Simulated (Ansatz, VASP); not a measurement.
## SiGe: VASP beside Ansatz

The input INCAR:

```
SYSTEM = SiGe
PREC = Accurate
ENCUT = 520
EDIFF = 1E-7
ISMEAR = -1
SIGMA = 0.05
LREAL = .False.
LASPH = .True.
NELM = 100
ALGO = Normal
ISIF = 2
LWAVE = .False.
LCHARG = .True.
GGA = PS
LELF = .True.
LVHAR = .True.
NBANDS = 26
```

File KPOINTS:

```
regular mesh
0
Gamma
  8 8 4
  0 0 0
```

POSCAR

```
SiGe
1.0
    3.9044512986      0.0000000000      0.0000000000
   -1.9522256493      3.3813540124      0.0000000000
    0.0000000000      0.0000000000      6.4507830000
Ge Si
2 2
Direct
    0.3333333333      0.6666666667      0.0003920000
    0.6666666667      0.3333333333      0.5003920000
    0.3333333333      0.6666666667      0.3746070000
    0.6666666667      0.3333333333      0.8746070000
```

The input input.yaml:

```yaml
crystal:
  lattice:
    - [3.9044512986, 0.0, 0.0]
    - [-1.9522256493, 3.3813540124, 0.0]
    - [0.0, 0.0, 6.450783]
  atoms:
    - { symbol: Ge, position: [0.3333333333, 0.6666666667, 0.000392] }
    - { symbol: Ge, position: [0.6666666667, 0.3333333333, 0.500392] }
    - { symbol: Si, position: [0.3333333333, 0.6666666667, 0.374607] }
    - { symbol: Si, position: [0.6666666667, 0.3333333333, 0.874607] }
hamiltonian:
  xc: pbesol
  pseudopotentials: { kind: paw }
kpoints:
  mp_grid: { grid: [8, 8, 4] }
scf:
  occupations: { method: fermi_dirac, width: 0.05 }
output:
  forces: true
  stress: true
  eigenvalues: true
```

The cell comes from a database or a generator and needn't be the stable form of this composition.

Alike in both runs: task single point; functional PBEsol; k mesh 8 × 8 × 4; occupations fermi-dirac, width 0.05 eV; no spin polarisation.

```csv
,VASP,Ansatz
version,VASP 6.6.1,Ansatz 0.2.0
potentials or method,"VASP PAW PBE potentials, release 64 (Ge_d, Si)",Ansatz PAW
plane-wave cutoff (eV),520,420
valence electrons in the cell,36,36
```

|  | VASP | Ansatz | Ansatz less VASP |
| --- | --- | --- | --- |
| gap on the k mesh at the Fermi level (eV) | 0.35 | 0.35 | -0.001 |
| least direct gap on the mesh (eV) | 0.40 | 0.40 | -0.005 |
| pressure (GPa) | -0.3 | -0.3 | +0.03 |
| largest component of the traceless stress (GPa) | 0.12 | 0.12 | -0.004 |
| rms of the force components (eV/Å) | 0.006 | 0.006 | +0.0002 |

Atom by atom the forces differ by 0.000 eV/Å (rms over components). With one functional, cell and mesh, what is left measures potentials, basis and numerics.

Caveats: the PAW data sets were made with another functional, which shifts forces and pressure a little (VASP); the PAW data sets come from PBE, with cores solved anew for the run's functional, which leaves a small shift of forces and pressure (Ansatz). A k mesh can miss the band edges. As with any semilocal functional, this PBEsol gap is likely too small.
